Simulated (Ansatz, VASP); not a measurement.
# Te: VASP beside Ansatz

INCAR

```
PREC = Accurate
ENCUT = 520
EDIFF = 1E-6
ISMEAR = -1
SIGMA = 0.1
LREAL = F
LASPH = T
NELM = 100
ALGO = Normal
ISIF = 2
LWAVE = F
LCHARG = T
GGA = B5
ALDAX = 1.0
AGGAX = 1.0
AGGAC = 1.0
ALDAC = 0.0
LELF = T
LVHAR = T
NBANDS = 13
```

Contents of KPOINTS:

```
Automatic mesh
0
Gamma
  8 8 8
```

File POSCAR:

```
Te
1.0
    0.0000000000      3.6375335843      3.6375335843
    3.6375335843      0.0000000000      3.6375335843
    3.6375335843      3.6375335843      0.0000000000
Te
2
Direct
    0.1250000000      0.1250000000      0.1250000000
    0.8750000000      0.8750000000      0.8750000000
```

Input for Ansatz:

```yaml
crystal:
  lattice:
    - [0.0, 3.6375335843, 3.6375335843]
    - [3.6375335843, 0.0, 3.6375335843]
    - [3.6375335843, 3.6375335843, 0.0]
  atoms:
    - { symbol: Te, position: [0.125, 0.125, 0.125] }
    - { symbol: Te, position: [0.875, 0.875, 0.875] }
hamiltonian:
  xc: blyp
  pseudopotentials:
    kind: paw
    azcp:
      Te: "pseudopotentials/Te.paw.azcp"
basis:
  ecutwfc: 420
  fft_grid_basis: typed
kpoints:
  mp_grid: { grid: [8, 8, 8], shift: [0, 0, 0] }
magnetization:
  spin_polarized: false
scf:
  occupations: { method: fermi_dirac, width: 0.1 }
  lower_state_search: "off"
output:
  stress: true
```

Alike in both runs: task single point; functional BLYP; k mesh 8 × 8 × 8; occupations fermi-dirac, width 0.1 eV; no spin polarisation.

|  | VASP | Ansatz |
| --- | --- | --- |
| version | VASP 6.6.1 | Ansatz 0.2.0 |
| potentials or method | VASP PAW PBE potentials, release 64 (Te) | plane waves (420 eV) with PAW, scalar-relativistic |
| plane-wave cutoff (eV) | 520 | 420 |
| valence electrons in the cell | 12 | 32 |

|  | VASP | Ansatz | Ansatz less VASP |
| --- | --- | --- | --- |
| pressure (GPa) | 1.1 | 1.0 | -0.10 |

The two sets of potentials don't hold the same shells in valence.

Caveats: the PAW data sets were made with another functional, which shifts forces and pressure a little (VASP). The runs have no spin-orbit coupling, so splittings on Te are missing.
